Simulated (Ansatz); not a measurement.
Ansatz (a quantum-chemistry and plane-wave program) input:

Ansatz 0.2 input:
```yaml
crystal:
  lattice:
    - [3.0201605921, 0.0, 0.0]
    - [-1.5100802961, 2.6155357963, 0.0]
    - [0.0, 0.0, 17.4349307038]
  atoms:
    - { symbol: Si, position: [0.0, 0.0, 0.25] }
    - { symbol: Si, position: [0.0, 0.0, 0.75] }
    - { symbol: C, position: [0.3333333333, 0.6666666667, 0.5722331421] }
    - { symbol: C, position: [0.6666666667, 0.3333333333, 0.0722331421] }
    - { symbol: C, position: [0.3333333333, 0.6666666667, 0.9277668579] }
    - { symbol: C, position: [0.6666666667, 0.3333333333, 0.4277668579] }
    - { symbol: Ti, position: [0.3333333333, 0.6666666667, 0.1350317426] }
    - { symbol: Ti, position: [0.6666666667, 0.3333333333, 0.6350317426] }
    - { symbol: Ti, position: [0.3333333333, 0.6666666667, 0.3649682574] }
    - { symbol: Ti, position: [0.6666666667, 0.3333333333, 0.8649682574] }
    - { symbol: Ti, position: [0.0, 0.0, 0.0] }
    - { symbol: Ti, position: [0.0, 0.0, 0.5] }
kpoints:
  mp_grid: { grid: [33, 33, 5] }
hamiltonian:
  xc: lda
  pseudopotentials: { kind: paw }
scf:
  occupations: { method: fermi_dirac, width: 0.1 }
elastic: { mode: relaxed_ion, stencil: two_point, amplitude: 0.005, f_tol: 0.0005 }
```

Output (shortened):

```
Pseudopotentials: kind: paw
Pseudopotential: Si, paw, valence charge 4
Pseudopotential: C, paw, valence charge 4
Pseudopotential: Ti, paw, valence charge 12
Functional definition: SPW92
Crystal: 12 atoms, lattice volume = 137.724 Å³
Basis set: ecut = 420 eV, 2651 PW (Γ)
Bands: 60, of which v1, the nominal top of the filled ones, is band 48 counted from 1 (47 counted from 0)
Symmetry: 24 space group operations
Space group: P63/mmc (ITA 194), of the structure as read, at distance tolerance 5.2e-5 Å
k-points: 324 of 5445
PAW frozen core: Si, regenerated for the run's functional, and the local potential with it
PAW frozen core: C, regenerated for the run's functional, and the local potential with it
PAW frozen core: Ti, regenerated for the run's functional, and the local potential with it
Initial wavefunctions: pseudopotential atomic-orbital guess
Eigensolver: davidson
Functional: x = slater, c = lda
all-band conjugate gradients solve this SCF's bands
the search or the solves at the SCF's close seem to have found levels that the self-consistency loop had missed (the run counts 2) …
SCF 1 converged in 12 iterations: F = -16902.456104 eV  dr2 = 3.95e-14
relax step   1: F+E_penalty+E_count = -16902.45610450 eV  Δ(F+E_penalty+E_count) = +0.000e0 eV  max|allowed force component| = 2.907e-3 eV/Å  Δτ_max = 0.0000 Å  (12 SCF iters, accepted)
Crystal: 12 atoms, lattice volume = 137.724 Å³
Initial density: handed on by an earlier stage of this run
Initial wavefunctions: pseudopotential atomic-orbital guess (no wavefunctions were taken with the density)
SCF 2 converged in 11 iterations: F = -16902.456105 eV  dr2 = 4.59e-14
relax step   2: F+E_penalty+E_count = -16902.45610539 eV  Δ(F+E_penalty+E_count) = -8.968e-7 eV  max|allowed force component| = 7.146e-4 eV/Å  Δτ_max = 0.0002 Å  (11 SCF iters, accepted)
density extrapolation: transplant  |δρ|_rms = 3.825e-2 e/Å³  SAD shift = 2.007e-5 e/Å³
Crystal: 12 atoms, lattice volume = 137.724 Å³
Initial wavefunctions: those handed on with the density
SCF 3 converged in 11 iterations: F = -16902.456105 eV  dr2 = 3.14e-18
relax step   3: F+E_penalty+E_count = -16902.45610544 eV  Δ(F+E_penalty+E_count) = -4.768e-8 eV  max|allowed force component| = 2.072e-4 eV/Å  Δτ_max = 0.0000 Å  (11 SCF iters, accepted)
Crystal: 12 atoms, lattice volume = 137.724 Å³
SCF 4 converged in 14 iterations: F = -16902.456105 eV  dr2 = 1.63e-18
[...]
Crystal: 12 atoms, lattice volume = 137.724 Å³
SCF 25 converged in 10 iterations: F = -16902.454216 eV  dr2 = 4.69e-17
relax step   4: F+E_penalty+E_count = -16902.45421557 eV  Δ(F+E_penalty+E_count) = -2.387e-7 eV  max|allowed force component| = 8.105e-5 eV/Å  Δτ_max = 0.0001 Å  (10 SCF iters, accepted)
Crystal: 12 atoms, lattice volume = 137.724 Å³
SCF 26 converged in 6 iterations: F = -16902.454216 eV  dr2 = 4.84e-19
Crystal: 12 atoms, lattice volume = 137.724 Å³
SCF 27 converged in 10 iterations: F = -16902.453947 eV  dr2 = 9.41e-14
relax step   1: F+E_penalty+E_count = -16902.45394652 eV  Δ(F+E_penalty+E_count) = +0.000e0 eV  max|allowed force component| = 3.557e-2 eV/Å  Δτ_max = 0.0000 Å  (10 SCF iters, accepted)
density extrapolation: transplant  |δρ|_rms = 3.825e-2 e/Å³  SAD shift = 8.903e-3 e/Å³
Crystal: 12 atoms, lattice volume = 137.724 Å³
SCF 28 converged in 9 iterations: F = -16902.454215 eV  dr2 = 8.24e-14
relax step   2: F+E_penalty+E_count = -16902.45421474 eV  Δ(F+E_penalty+E_count) = -2.682e-4 eV  max|allowed force component| = 1.969e-3 eV/Å  Δτ_max = 0.0042 Å  (9 SCF iters, accepted)
density extrapolation: transplant  |δρ|_rms = 3.825e-2 e/Å³  SAD shift = 3.323e-4 e/Å³
Crystal: 12 atoms, lattice volume = 137.724 Å³
SCF 29 converged in 9 iterations: F = -16902.454216 eV  dr2 = 9.66e-15
relax step   3: F+E_penalty+E_count = -16902.45421552 eV  Δ(F+E_penalty+E_count) = -7.821e-7 eV  max|allowed force component| = 3.847e-4 eV/Å  Δτ_max = 0.0002 Å  (9 SCF iters, accepted)
Crystal: 12 atoms, lattice volume = 137.724 Å³
SCF 30 converged in 6 iterations: F = -16902.454216 eV  dr2 = 2.31e-17
SCF converged after 14 iterations
Stability not checked: this state was not tested for a lower state beside it, because too few of the mixer's solves of this state at the end of the SCF gave a …
Free energy (F): -16902.456105 eV
Harris-Foulkes:  -16902.456105 eV  (|F-HF|=3.64e-12)
Internal energy: -16902.335416 eV  (E = F + TS)
E sigma→0 (E₀):  -16902.395761 eV
Entropy (-TS):   -0.120690 eV (-10.057 meV/atom)
Fermi energy:    14.079742 eV
--- Per-component energies (eV) ---
  E_band       = -704.543339
  E_kinetic    = 2095.850926
  E_local      = -6792.708832  (includes V_loc(G=0)·N_el)
  E_nonlocal   = 226.188350
  E_hartree    = 2954.254255
  E_xc         = -896.558969
  E_vxc        = -1082.472511  (∫ρ·V_xc dr)
  E_paw        = -7328.916953  (= ΣΔE_a)
  E_vpaw       = -1059.910448  (= ΣTr[D̂ρ^β])
  E_aug_tail   = 0.000665  (compensation charges beyond the density's cutoff)
  E_ewald      = -7162.820552
  E_core_change = 2.375693  (= ΣΔE_core)
  E_smearing   = -0.120690  (= −TS)
  E_closure    = 0.000000  (closes the sum)
  Σ components = -16902.456105   (vs F -16902.456105, Δ=0.00e0)
--- Forces (eV/Å), atoms counted from 1 ---
  atom   1  Si     0.00000000     0.00000000     0.00000000
  atom   2  Si     0.00000000     0.00000000     0.00000000
  atom   3  C      0.00000000     0.00000000     0.00020722
  atom   4  C      0.00000000     0.00000000     0.00020722
  atom   5  C      0.00000000     0.00000000    -0.00020722
  atom   6  C      0.00000000     0.00000000    -0.00020722
  atom   7  Ti     0.00000000     0.00000000    -0.00008952
  atom   8  Ti     0.00000000     0.00000000    -0.00008952
  atom   9  Ti     0.00000000     0.00000000     0.00008952
  atom  10  Ti     0.00000000     0.00000000     0.00008952
  atom  11  Ti     0.00000000     0.00000000     0.00000000
  atom  12  Ti     0.00000000     0.00000000     0.00000000
  max |Σ_I F_I| component: 1.11e-16 eV/Å
--- Stress (GPa, compression-positive) ---
        0.007175       0.000000       0.000000
        0.000000       0.007175       0.000000
        0.000000       0.000000       0.223413
  P = ⅓ Tr σ = 0.0793 GPa (0.793 kbar)
  The stress holds the Pulay correction. Without it, at fixed plane waves, as pw.x and ABINIT print it: P = -0.1463 GPa
  The stress includes an estimate of the error left by incomplete SCF convergence (largest component  0.0000 GPa; it does not cover the PAW one-centre terms).
--- Band table (eV; the first three rows and the last of 324) ---
  k-point 0: bands = ["-41.8916", "-41.8912", "-41.8630", "-41.8625", "-41.7855", "-41.7854", "-18.7970", "-18.7899", "-18.5610", "-18.5474", "-18.2649", "-18.2649", "-18.2645", "-18.2645", "-18.2592", "-18.2527", "-18.2523", "-18.2523", "-18.2518", …
  k-point 1: bands = ["-41.8916", "-41.8913", "-41.8629", "-41.8625", "-41.7855", "-41.7854", "-18.7963", "-18.7906", "-18.5597", "-18.5487", "-18.2649", "-18.2649", "-18.2646", "-18.2646", "-18.2586", "-18.2533", "-18.2522", "-18.2522", "-18.2519", …
  k-point 2: bands = ["-41.8915", "-41.8914", "-41.8628", "-41.8626", "-41.7855", "-41.7855", "-18.7946", "-18.7924", "-18.5563", "-18.5521", "-18.2648", "-18.2648", "-18.2647", "-18.2647", "-18.2569", "-18.2549", "-18.2521", "-18.2521", "-18.2520", …
  k-point 323: bands = ["-41.7937", "-41.7937", "-41.7934", "-41.7934", "-41.7445", "-41.7445", "-18.6485", "-18.6485", "-18.6475", "-18.6475", "-18.6467", "-18.6463", "-18.5419", "-18.5414", "-18.5390", "-18.5390", "-18.5366", "-18.5366", "-18.3618", …
  band table: 60 of 60 bands, residual norms ≤ 1.0e-3 eV
--- Elastic constants: 3 strain directions × 2 members + reference (group order 24) ---
  dense FFT box of the reference and of every strained cell: 24×24×120
  strains applied: 11, 33, 23; error gains …
  reference relaxed by the batch: 3 steps …
  largest displacement 1.7e-4 Å; the constants are those of the deck's cell at these positions:
  atoms:
    - { symbol: Si, position: [0.0, 0.0, 0.24999999999999997] }
    - { symbol: Si, position: [0.0, 0.0, 0.7499999999999999] }
    - { symbol: C, position: [0.33333333333333326, 0.6666666666666665, 0.5722302973659092] }
    - { symbol: C, position: [0.6666666666666665, 0.3333333333333333, 0.07223029736590934] }
    - { symbol: C, position: [0.33333333333333326, 0.6666666666666665, 0.9277697026340903] }
    - { symbol: C, position: [0.6666666666666665, 0.3333333333333333, 0.42776970263409053] }
    - { symbol: Ti, position: [0.33333333333333326, 0.6666666666666665, 0.13502186701347724] }
    - { symbol: Ti, position: [0.6666666666666665, 0.3333333333333333, 0.6350218670134771] }
    - { symbol: Ti, position: [0.33333333333333326, 0.6666666666666665, 0.36497813298652265] }
    - { symbol: Ti, position: [0.6666666666666665, 0.3333333333333333, 0.8649781329865227] }
    - { symbol: Ti, position: [0.0, 0.0, 0.0] }
    - { symbol: Ti, position: [0.0, 0.0, 0.49999999999999994] }
  C = ∂σ_k/∂η_j (tension-positive GPa; Voigt order 11 22 33 23 13 12):
       402.453    100.157    117.346      0.000      0.000      0.000
       100.157    402.453    117.346      0.000      0.000      0.000
       117.554    117.554    385.967      0.000      0.000      0.000
         0.000      0.000      0.000    175.629      0.000      0.000
         0.000      0.000      0.000      0.000    175.629      0.000
         0.000      0.000      0.000      0.000      0.000    151.148
  reference stress σ⁰ (GPa):     -0.007     -0.007     -0.223      0.000      0.000      0.000
  moduli (Voigt/Reuss/Hill, GPa): K = 206.78/206.78/206.78   G = 157.54/155.88/156.71   E = 375.31   ν = 0.197
  mechanically stable: yes (min eigenvalue of sym C = 151.15 GPa)
  strain η (Voigt 11):  stress-route row diagonal C_11 = 402.45 GPa, energy-path curvature d²(F+E_count+ΔE)/dδ²/Ω₀ = 402.43 GPa
         δ    σ_11 (GPa)             F (eV)   n_scf  n_hpsi   n_pw
    -5.000e-3      -2.0506      -16902.4517015       6  621092   2717   relax 4 steps, max|allowed force component| 2.61e-4 eV/Å
     5.000e-3       1.9740      -16902.4518524       6  619393   2734   relax 3 steps, max|allowed force component| 1.39e-5 eV/Å
  strain η (Voigt 33):  stress-route row diagonal C_33 = 385.97 GPa, energy-path curvature d²(F+E_count+ΔE)/dδ²/Ω₀ = 385.99 GPa
         δ    σ_33 (GPa)             F (eV)   n_scf  n_hpsi   n_pw
    -5.000e-3      -2.1780      -16902.4509650       6  234079   2719   relax 3 steps, max|allowed force component| 1.83e-6 eV/Å
     5.000e-3       1.6817      -16902.4529492       6  233298   2742   relax 3 steps, max|allowed force component| 3.21e-6 eV/Å
  strain η (Voigt 23):  stress-route row diagonal C_44 = 175.63 GPa, energy-path curvature d²(F+E_count+ΔE)/dδ²/Ω₀ = 175.71 GPa
         δ    σ_23 (GPa)             F (eV)   n_scf  n_hpsi   n_pw
    -5.000e-3      -0.8781      -16902.4542156       6  1003663   2727   relax 4 steps, max|allowed force component| 8.11e-5 eV/Å
     5.000e-3       0.8782      -16902.4542155       6  1014311   2727   relax 3 steps, max|allowed force component| 3.85e-4 eV/Å
```

Cost: very roughly 2.8 core-hours on shared cores.

Space group P6_3/mmc. The cell was relaxed with LDA under the symmetry of its start; of distortions, only those at the zone centre were tested. The run is not spin-polarised. As this level gives no gap, shear constants depend on the k-mesh and smearing (Fermi–Dirac, 0.1 eV here).

Potentials: the later of the program's two PAW sets.

Ansatz is a plane-wave DFT program.
